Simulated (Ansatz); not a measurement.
# Zr7S16: the cost of one run

Computed with Ansatz 0.2.0 (DFT PBE+D3(BJ), scalar-relativistic, plane waves, PAW, unless a step's input says otherwise).

2 further runs of the same task are left out: 2 set aside as unsound or not needed.

### Step 1. The structure to begin with

It takes space group C2/m (No. 12, monoclinic). Conventional cell: a = 11.445 Å, b = 14.540 Å, c = 8.508 Å, α = 90.00°, β = 132.27°, γ = 90.00°. Around Zr (site symmetry 2/m) lie 6 S at 2.56 Å. Zr (site symmetry 1) has 6 S at 2.56 Å as nearest neighbours. Zr (site symmetry 2) is surrounded by 6 S at 2.56 Å. S (site symmetry m) is surrounded by 2 Zr at 2.56 Å. S (site symmetry m) is surrounded by 3 Zr at 2.56 Å. Around S (site symmetry 1) lie 3 Zr at 2.56 Å. Around S (site symmetry 1) lie 2 Zr at 2.56 Å.

The input asks for a charge of -4 e on the cell.

Coordinates:

```
Zr S
1.0
    -5.45253    3.14802    5.72275
     5.45253   -3.14802    5.72275
     3.63502    6.29604   -5.72275
Zr S
7 16
Cartesian
  -1.8175 3.1480 5.7227
  1.8175 3.1480 0.0000
  1.8175 3.1480 5.7227
  0.0000 6.2960 0.0000
  5.4525 3.1480 0.0000
  0.0000 0.0000 0.0000
  0.0000 0.0000 5.7227
  0.0000 2.0987 1.4607
  0.0000 2.0987 7.1834
  3.6350 2.0987 1.4607
  -1.8175 5.2467 1.4607
  1.8175 5.2467 1.4607
  7.2700 2.0987 1.4607
  -3.6350 2.0987 7.1834
  1.8175 -1.0493 7.1834
  1.8175 1.0493 4.2620
  -3.6350 4.1974 4.2620
  5.4525 1.0493 4.2620
  0.0000 4.1974 4.2620
  3.6350 4.1974 4.2620
  3.6350 4.1974 -1.4607
  3.6350 -2.0987 4.2620
  -1.8175 1.0493 4.2620
```

It is built from the cell relaxed beforehand with the same method (21.83 Å³/atom).

### Step 2. Setting up the jump

The supercell lacks one Zr atom, at fractional position (0.375, 0.875, 0.250), and holds 23 atoms and a charge of -4 e on a uniform background. Atom 2 (Zr), 3.64 Å away, is to jump into the empty site. The cell is fixed.

### Step 3. Relaxing around the vacancy

Contents of input.yaml:

```yaml
crystal:
  lattice:
    - [-5.4525295546, 3.1480194061, 5.7227454284]
    - [5.4525295546, -3.1480194061, 5.7227454284]
    - [3.6350197031, 6.2960388123, -5.7227454284]
  atoms:
    - { symbol: Zr, position: [0.875, 0.375, 0.25] }
    - { symbol: Zr, position: [0.25, 0.25, 0.5] }
    - { symbol: Zr, position: [0.75, 0.75, 0.5] }
    - { symbol: Zr, position: [0.625, 0.125, 0.75] }
    - { symbol: Zr, position: [0.125, 0.625, 0.75] }
    - { symbol: Zr, position: [0.0, 0.0, 0.0] }
    - { symbol: Zr, position: [0.5, 0.5, 0.0] }
    - { symbol: S, position: [0.3359560279, 0.1692893612, 0.25] }
    - { symbol: S, position: [0.8359560279, 0.6692893612, 0.25] }
    - { symbol: S, position: [0.2109560279, 0.5442893612, 0.5] }
    - { symbol: S, position: [0.7109560279, 0.0442893612, 0.5] }
    - { symbol: S, position: [0.5859560279, 0.4192893612, 0.75] }
    - { symbol: S, position: [0.0859560279, 0.9192893612, 0.75] }
    - { symbol: S, position: [0.9609560279, 0.2942893612, 0.0] }
    - { symbol: S, position: [0.4609560279, 0.7942893612, 0.0] }
    - { symbol: S, position: [0.4140439721, 0.5807106388, 0.25] }
    - { symbol: S, position: [0.9140439721, 0.0807106388, 0.25] }
    - { symbol: S, position: [0.2890439721, 0.9557106388, 0.5] }
    - { symbol: S, position: [0.7890439721, 0.4557106388, 0.5] }
    - { symbol: S, position: [0.6640439721, 0.8307106388, 0.75] }
    - { symbol: S, position: [0.1640439721, 0.3307106388, 0.75] }
    - { symbol: S, position: [0.0390439721, 0.7057106388, 0.0] }
    - { symbol: S, position: [0.5390439721, 0.2057106388, 0.0] }
total_charge: -4
basis:
  ecutwfc: 420
kpoints:
  mp_grid: { grid: [4, 4, 4] }
hamiltonian:
  xc: pbe
  dispersion: d3bj
scf:
  occupations: { method: gaussian, width: 0.05 }
output:
  forces: true
  stress: true
  eigenvalues: true
relax:
  adjacent_minimum: "off"
  f_tol: 0.02
  max_steps: 50
```

Run with:

```sh
ansatz run input.yaml --threads 4 --pin off --max-ram 9216MiB --backend cpu --events-out ev --progress --plain --runs-dir out
```

**Question.** How long does this run take on 4 threads of Intel Xeon 6975P-C (Granite Rapids), shared host, and how much memory does it need?

About 85 s, with a peak of 2.2 GiB.
